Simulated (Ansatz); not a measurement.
# HfS2: the cost of one run

Computed with Ansatz 0.2.0 (DFT PBE, scalar-relativistic, plane waves, PAW, unless a step's input says otherwise).

1 further run of the same task is left out (set aside as unsound or not needed).

## 1. Starting point

It takes space group P-3m1 (No. 164, trigonal). The conventional cell has a = 3.652 Å, b = 3.652 Å, c = 29.874 Å, α = 90.00°, β = 90.00°, γ = 120.00°. Around Hf (site symmetry -3m) lie 6 S at 2.56 Å. S (site symmetry 3m) is surrounded by 3 Hf at 2.56 Å.

Structure file:

```
CELL_PARAMETERS angstrom
3.65176 0.00000 0.00000
-1.82588 3.16251 0.00000
0.00000 0.00000 29.87379
ATOMIC_POSITIONS crystal
Hf 0.00000 0.00000 0.30127
S 0.66667 0.33333 0.25284
S 0.33333 0.66667 0.34969
```

The cell was relaxed beforehand at this level, from a generated guess; it is a trial structure. At a tolerance of 0.02 Å it has layer group p-3m1 (No. 72); it has 3.85 Å²/atom, an uncorrected energy of -1.58 eV/atom over the elements.

Only a and b are periodic; c spans vacuum, so the box's volume, pressure and space group aren't properties of the sheet.

## 2. Static run: bands, density of states and charges

input.yaml

```yaml
crystal:
  lattice:
    - [3.6517556126, 0.0, 0.0]
    - [-1.8258778063, 3.1625131289, 0.0]
    - [0.0, 0.0, 29.87378536]
  atoms:
    - { symbol: Hf, position: [0.0, 0.0, 0.3012674789] }
    - { symbol: S, position: [0.6666666667, 0.3333333333, 0.2528442663] }
    - { symbol: S, position: [0.3333333333, 0.6666666667, 0.3496906915] }
  periodic: [true, true, false]
basis:
  ecutwfc: 420
kpoints:
  mp_grid: { grid: [12, 12, 1] }
  band_path:
    path:
      - [0.0, 0.0, 0.0]
      - [0.5, 0.0, 0.0]
      - [0.33333333, 0.33333333, 0.0]
      - [0.0, 0.0, 0.0]
    npoints: 14
hamiltonian:
  xc: pbe
scf:
  occupations: { method: gaussian, width: 0.02 }
  n_extra_bands: 7
output:
  forces: true
  stress: true
  eigenvalues: true
  populations: true
  dos: { projected: true, de: 0.02, nscf_kmesh: { grid: [18, 18, 1] } }
  bader: true
  write_density: true
  write_potential: true
  elf: true
  volumetric_format: npy
```

Started as:

```sh
ansatz run input.yaml --threads 1 --pin off --max-ram 2048MiB --backend cpu --events-out ev --progress --plain --runs-dir out
```

What time and memory should one allow on 1 thread of Intel Xeon Platinum 8488C (Sapphire Rapids), shared host?

About 68 s, with a peak of 0.64 GiB.
